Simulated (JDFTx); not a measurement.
## Ge: band structure with PBEsol

Ge:

```
CELL_PARAMETERS angstrom
-2.57449 2.57449 1.39741
2.57449 -2.57449 1.39741
2.57449 2.57449 -1.39741
ATOMIC_POSITIONS crystal
Ge 0.50000 0.50000 0.00000
Ge 0.25000 0.75000 0.50000
```

This isn't the form of Ge at room conditions, which is diamond.

| Item | Value |
| --- | --- |
| Program | JDFTx 1.7.0 (patched build) |
| Task | band structure |
| Functional | PBEsol |
| Potentials or basis | PseudoDojo-SR-PBEsol-0.4.1-standard |
| Cutoff | 1061 eV |
| Density cutoff | 8490 eV |
| k mesh | 11 × 11 × 11 |
| Occupations | fermi-dirac, width 0.05 eV |
| Spin | no spin polarisation |
| Band ratio of the Davidson solver | 1.3 |
| Bands | 21 |
| Density cutoff over wavefunction cutoff | 8 |
| Max SCF steps | 30 |
| SCF threshold on the energy | 1e-06 Ha |
| Solver of the electrons | minimize |
| Further solve for the empty bands | no |
| Start | density of an earlier self-consistent run, held fixed |
| Path | G-X-M-G-Z-P-N-Z1-M-X-P |

```json
{"Band gap along the path": "none (metal or under the smearing width)"}
```

Levels at the corners of the path, in eV from the Fermi level:
| point | band 10 | band 11 | band 12 | band 13 | band 14 | band 15 | band 16 |
| --- | --- | --- | --- | --- | --- | --- | --- |
| Γ | -24.46 | -13.33 | -4.09 | -2.36 | -2.36 | 3.21 | 7.58 |
| X | -24.54 | -10.59 | -10.59 | 0.59 | 0.59 | 1.88 | 1.88 |
| M | -24.58 | -8.90 | -8.90 | -5.95 | -5.95 | 6.14 | 6.14 |
| Γ | -24.46 | -13.33 | -4.09 | -2.36 | -2.36 | 3.21 | 7.58 |
| Z | -24.52 | -7.44 | -6.48 | -3.84 | -3.63 | -3.63 | 3.78 |
| P | -24.52 | -6.90 | -6.90 | -4.36 | -4.36 | 4.22 | 4.22 |
| N | -24.50 | -8.07 | -6.41 | -2.66 | -2.03 | -1.37 | 2.44 |
| Z1 | -24.52 | -7.44 | -6.48 | -3.84 | -3.63 | -3.63 | 3.78 |
| M | -24.58 | -8.90 | -8.90 | -5.95 | -5.95 | 6.14 | 6.14 |
| X | -24.54 | -10.59 | -10.59 | 0.59 | 0.59 | 1.88 | 1.88 |
| P | -24.52 | -6.90 | -6.90 | -4.36 | -4.36 | 4.22 | 4.22 |

It took 21 s on 1 thread of Intel(R) Xeon(R) 6975P-C (Granite Rapids) (shared host), peak memory 0.12 GiB.
